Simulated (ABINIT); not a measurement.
# InP (F-43m) in ABINIT: single point with PBE

Aim: the single point of InP with PBE.

All numbers are computed with ABINIT 10.8.3 (patched build); they aren't measurements. Logs are shortened: lines on timing, memory, paths and dates and some standing lists are left out, and cuts for length are marked. The log counts tension as positive stress, the text compression.

**What was measured.**

From a printed reference work, data compilation, for a bulk crystal of InP at 1.6 K: band gap 1.4236 eV (direct).

The results are compared with them further down.

## Step 1: The crystal as given

The structure is cubic, space group F-43m (No. 216). The conventional cell has a = 5.861 Å, b = 5.861 Å, c = 5.861 Å, α = 90.00°, β = 90.00°, γ = 90.00°. In (site symmetry -43m) is surrounded by 4 P at 2.54 Å. P (site symmetry -43m) has 4 In at 2.54 Å as nearest neighbours.

## Step 2: Single point, PBE

run.abi reads:

```
pp_dirpath "./"
pseudos "In.upf, P.upf"

acell 4.1443528445 4.1443528445 4.1443528445 Angstrom
rprim
     0.0000000000     0.7071067812     0.7071067812
     0.7071067812     0.0000000000     0.7071067812
     0.7071067812     0.7071067812     0.0000000000
ntypat 2
znucl 49 15
natom 2
typat 1 2
xcart
     0.0000000000     0.0000000000     0.0000000000
     4.3957500000     4.3957500000     4.3957500000 Angstrom

ecut 35.0

kptopt 1
ngkpt 6 6 6
nshiftk 1
shiftk 0.0 0.0 0.0

ixc 11

nband 13
occopt 3
tsmear 0.05 eV

nstep 100
tolvrs 1.0e-10

iomode 3
prtwf 0
prtden 0
prteig 0
prtebands 0
enunit 1
```

Potentials or basis: PseudoDojo NC SR PBE v0.4.1 standard.

Launch:

```bash
$ mpirun --bind-to none -np 4 abinit run.abi > log 2>&1
```

run.abo:

```text
.Version 10.8.3 of ABINIT
 Symmetries : space group F-4 3 m (#216); Bravais cF (face-center cubic)
================================================================================
 Values of the parameters that define the memory need of the present run
     intxc =       0    ionmov =       0      iscf =       7    lmnmax =       6
     lnmax =       6     mgfft =      45  mpssoang =       3    mqgrid =    3001
     natom =       2  nloc_mem =       1    nspden =       1   nspinor =       1
    nsppol =       1      nsym =      24    n1xccc =    2501    ntypat =       2
    occopt =       3   xclevel =       2
       mpw =        3386          nfft =       91125          nkpt =          16
================================================================================
================================================================================

--------------------------------------------------------------------------------
------------- Echo of variables that govern the present computation ------------
--------------------------------------------------------------------------------
 -outvars: echo values of preprocessed input variables --------
            acell      7.8316918452E+00  7.8316918452E+00  7.8316918452E+00 Bohr
              amu      1.14820000E+02  3.09737620E+01
             ecut      3.50000000E+01 Hartree
           enunit           1
              ixc          11
         kptrlatt        6    0    0      0    6    0      0    0    6
          kptrlen      4.69901511E+01
            natom           2
            nband          13
            ngfft          45      45      45
             nkpt          16
            nstep         100
             nsym          24
           ntypat           2
           occopt           3
           prtden           0
        prtebands           0
           prteig           0
            prtwf           0
            rprim      0.0000000000E+00  7.0710678120E-01  7.0710678120E-01
                       7.0710678120E-01  0.0000000000E+00  7.0710678120E-01
                       7.0710678120E-01  7.0710678120E-01  0.0000000000E+00
          spgroup         216
           tolvrs      1.00000000E-10
           tsmear      1.83746611E-03 Hartree
            typat      1  2
           xangst      0.0000000000E+00  0.0000000000E+00  0.0000000000E+00
                       4.3957500000E+00  4.3957500000E+00  4.3957500000E+00
            xcart      0.0000000000E+00  0.0000000000E+00  0.0000000000E+00
                       8.3067636180E+00  8.3067636180E+00  8.3067636180E+00
             xred      0.0000000000E+00  0.0000000000E+00  0.0000000000E+00
                       7.5000000000E-01  7.5000000000E-01  7.5000000000E-01
            znucl       49.00000   15.00000

================================================================================

 chkinp: Checking input parameters for consistency.

================================================================================
[... 95 lines left out ...]
 Atom  Sphere_radius  Integrated_density
    1        2.00000          9.89477229
    2        2.00000          2.75891874
================================================================================

 ----iterations are completed or convergence reached----

 Mean square residual over all n,k,spin=   12.046E-08; max=  16.867E-06
 reduced coordinates (array xred) for    2 atoms
       0.000000000000      0.000000000000      0.000000000000
       0.750000000000      0.750000000000      0.750000000000
 rms dE/dt=  0.0000E+00; max dE/dt=  0.0000E+00; dE/dt below (all hartree)
    1       0.000000000000      0.000000000000      0.000000000000
    2       0.000000000000      0.000000000000      0.000000000000

 cartesian coordinates (angstrom) at end:
    1      0.00000000000000     0.00000000000000     0.00000000000000
    2      4.39575000004719     4.39575000004719     4.39575000004719

 cartesian forces (hartree/bohr) at end:
    1     -0.00000000000000    -0.00000000000000    -0.00000000000000
    2     -0.00000000000000    -0.00000000000000    -0.00000000000000
 frms,max,avg= 0.0000000E+00 0.0000000E+00   0.000E+00  0.000E+00  0.000E+00 h/b

 cartesian forces (eV/Angstrom) at end:
    1     -0.00000000000000    -0.00000000000000    -0.00000000000000
    2     -0.00000000000000    -0.00000000000000    -0.00000000000000
 frms,max,avg= 0.0000000E+00 0.0000000E+00   0.000E+00  0.000E+00  0.000E+00 e/A
 length scales=  7.831691845232  7.831691845232  7.831691845232 bohr
              =  4.144352844500  4.144352844500  4.144352844500 angstroms
 Fermi (or HOMO) energy (eV) =   4.85592   Average Vxc (eV)=  -9.41565
 Eigenvalues (   eV  ) for nkpt=  16  k points:
 kpt#   1, nband= 13, wtk=  0.00463, kpt=  0.0000  0.0000  0.0000 (reduced coord)
  -9.77309   -9.77309   -9.77309   -9.62445   -9.62445   -7.04517    4.47342    4.47342
   4.47342    5.18280    8.56161    8.56161    8.56161
 prteigrs : prtvol=0 or 1, do not print more k-points.

--- !EnergyTerms
iteration_state     : {dtset: 1, }
comment             : Components of total free energy in Hartree
kinetic             :  4.44232537045011E+01
hartree             :  1.84141299699063E+01
xc                  : -2.21162575571942E+01
Ewald energy        : -4.48602020672642E+01
psp_core            :  1.76922565981836E+00
local_psp           : -5.72065264198193E+01
non_local_psp       : -1.38168937235700E+01
internal            : -7.33932704336219E+01
'-kT*entropy'       : -4.00121616117411E-07
total_energy        : -7.33932708337435E+01
total_energy_eV     : -1.99713264051289E+03
band_energy         : -3.60600644264299E+00
...

 Cartesian components of stress tensor (hartree/bohr^3)
  sigma(1 1)= -1.15912271E-04  sigma(3 2)=  0.00000000E+00
  sigma(2 2)= -1.15912271E-04  sigma(3 1)=  0.00000000E+00
  sigma(3 3)= -1.15912271E-04  sigma(2 1)=  0.00000000E+00

-Cartesian components of stress tensor (GPa)         [Pressure=  3.4103E+00 GPa]
- sigma(1 1)= -3.41025674E+00  sigma(3 2)=  0.00000000E+00
- sigma(2 2)= -3.41025674E+00  sigma(3 1)=  0.00000000E+00
- sigma(3 3)= -3.41025674E+00  sigma(2 1)=  0.00000000E+00

== END DATASET(S) ==============================================================
================================================================================

 -outvars: echo values of variables after computation  --------
            acell      7.8316918452E+00  7.8316918452E+00  7.8316918452E+00 Bohr
           etotal     -7.3393270834E+01
            fcart     -0.0000000000E+00 -0.0000000000E+00 -0.0000000000E+00
                      -0.0000000000E+00 -0.0000000000E+00 -0.0000000000E+00
            rprim      0.0000000000E+00  7.0710678120E-01  7.0710678120E-01
                       7.0710678120E-01  0.0000000000E+00  7.0710678120E-01
                       7.0710678120E-01  7.0710678120E-01  0.0000000000E+00
           strten     -1.1591227060E-04 -1.1591227060E-04 -1.1591227060E-04
                       0.0000000000E+00  0.0000000000E+00  0.0000000000E+00
           xangst      0.0000000000E+00  0.0000000000E+00  0.0000000000E+00
                       4.3957500000E+00  4.3957500000E+00  4.3957500000E+00
             xred      0.0000000000E+00  0.0000000000E+00  0.0000000000E+00
                       7.5000000000E-01  7.5000000000E-01  7.5000000000E-01
 Calculation completed.
```

It took 8.9 s on 4 MPI ranks of Arm Neoverse V2, shared host; peak memory 0.28 GiB.

Results:

- Free energy: -1997.1326 eV
- Pressure: 3.4 GPa
- Band gap on the k mesh: 0.71 eV, direct
- Valence electrons inside the program's atomic spheres: In 9.89; P 2.76

Caveat: spin-orbit coupling is left out, which moves the levels of the heavy elements.

## Step 3: Against experiment

Step 2. A measured gap of InP is 1.4236 eV (direct; 1.6 K; a printed reference work, data compilation); the calculated 0.71 eV misses it by -0.71 eV. Spin-orbit coupling on In is left out. The value is that of PBE, without temperature or zero-point motion. Semilocal functionals fall short of measured gaps as a rule.
